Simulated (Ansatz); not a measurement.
# Li16TeS7: the cost of one run

Method: DFT, PBE, plane-wave PAW, default files, scalar-relativistic, in Ansatz 0.2.0.

The COD entry's cell or inner coordinates are ideal or old and differ from later refinements, so a difference from it is no clean test against experiment.

1 further run of the same task is left out (it didn't finish).

### Step 1. The structure to begin with

Symmetry: Fm-3m, No. 225, cubic system. Conventional cell: a = 11.378 Å, b = 11.378 Å, c = 11.378 Å, α = 90.00°, β = 90.00°, γ = 90.00°. Li (site symmetry 3m) has 1 Te at 2.46 Å and 3 S at 2.46 Å as nearest neighbours. Around Li (site symmetry 3m) lie 4 S at 2.46 Å. Te (site symmetry m-3m) is surrounded by 8 Li at 2.46 Å. S (site symmetry mmm) is surrounded by 8 Li at 2.46 Å. S (site symmetry m-3m) has 8 Li at 2.46 Å as nearest neighbours.

Structure file:

```xyz
24
Lattice="0.0000 5.6890 5.6890 5.6890 0.0000 5.6890 5.6890 5.6890 0.0000" Properties=species:S:1:pos:R:3 pbc="T T T"
Li    1.4223    1.4223    1.4223
Li    4.2668    4.2668    1.4223
Li    4.2668    1.4223    4.2668
Li    7.1113    4.2668    4.2668
Li    1.4223    4.2668    4.2668
Li    4.2668    7.1113    4.2668
Li    4.2668    4.2668    7.1113
Li    7.1113    7.1113    7.1113
Li    4.2668    4.2668    4.2668
Li    7.1113    7.1113    4.2668
Li    7.1113    4.2668    7.1113
Li    9.9558    7.1113    7.1113
Li    4.2668    7.1113    7.1113
Li    7.1113    9.9558    7.1113
Li    7.1113    7.1113    9.9558
Li    9.9558    9.9558    9.9558
Te    0.0000    0.0000    0.0000
S     2.8445    2.8445    0.0000
S     2.8445    0.0000    2.8445
S     5.6890    2.8445    2.8445
S     0.0000    2.8445    2.8445
S     2.8445    5.6890    2.8445
S     2.8445    2.8445    5.6890
S     5.6890    5.6890    5.6890
```

Atom 17 of the input is the impurity.

### Step 2. First run, atoms as given

input.yaml

```yaml
crystal:
  lattice:
    - [0.0, 5.689, 5.689]
    - [5.689, 0.0, 5.689]
    - [5.689, 5.689, 0.0]
  atoms:
    - { symbol: Li, position: [0.125, 0.125, 0.125] }
    - { symbol: Li, position: [0.125, 0.125, 0.625] }
    - { symbol: Li, position: [0.125, 0.625, 0.125] }
    - { symbol: Li, position: [0.125, 0.625, 0.625] }
    - { symbol: Li, position: [0.625, 0.125, 0.125] }
    - { symbol: Li, position: [0.625, 0.125, 0.625] }
    - { symbol: Li, position: [0.625, 0.625, 0.125] }
    - { symbol: Li, position: [0.625, 0.625, 0.625] }
    - { symbol: Li, position: [0.375, 0.375, 0.375] }
    - { symbol: Li, position: [0.375, 0.375, 0.875] }
    - { symbol: Li, position: [0.375, 0.875, 0.375] }
    - { symbol: Li, position: [0.375, 0.875, 0.875] }
    - { symbol: Li, position: [0.875, 0.375, 0.375] }
    - { symbol: Li, position: [0.875, 0.375, 0.875] }
    - { symbol: Li, position: [0.875, 0.875, 0.375] }
    - { symbol: Li, position: [0.875, 0.875, 0.875] }
    - { symbol: Te, position: [0.0, 0.0, 0.0] }
    - { symbol: S, position: [0.0, 0.0, 0.5] }
    - { symbol: S, position: [0.0, 0.5, 0.0] }
    - { symbol: S, position: [0.0, 0.5, 0.5] }
    - { symbol: S, position: [0.5, 0.0, 0.0] }
    - { symbol: S, position: [0.5, 0.0, 0.5] }
    - { symbol: S, position: [0.5, 0.5, 0.0] }
    - { symbol: S, position: [0.5, 0.5, 0.5] }
kpoints:
  mp_grid: { grid: [3, 3, 3] }
scf:
  occupations: { method: fermi_dirac, width: 0.01 }
hamiltonian:
  xc: pbe
  pseudopotentials: { kind: paw }
output:
  forces: true
  stress: true
  populations: true
  efg:
    quadrupole_moments_barn: { Li: -0.0401, S: -0.0694 }
    contact_densities: true
  write_density: true
  write_potential: true
  elf: true
  volumetric_format: npy
```

The run is started by

```sh
> ansatz run input.yaml --threads 1 --pin off --max-ram 2560MiB --backend cpu --events-out ev --progress --plain --runs-dir out
```

What time and memory should one allow on 1 thread of Arm Neoverse V2, shared host?

About 13 s, with a peak of 0.66 GiB.
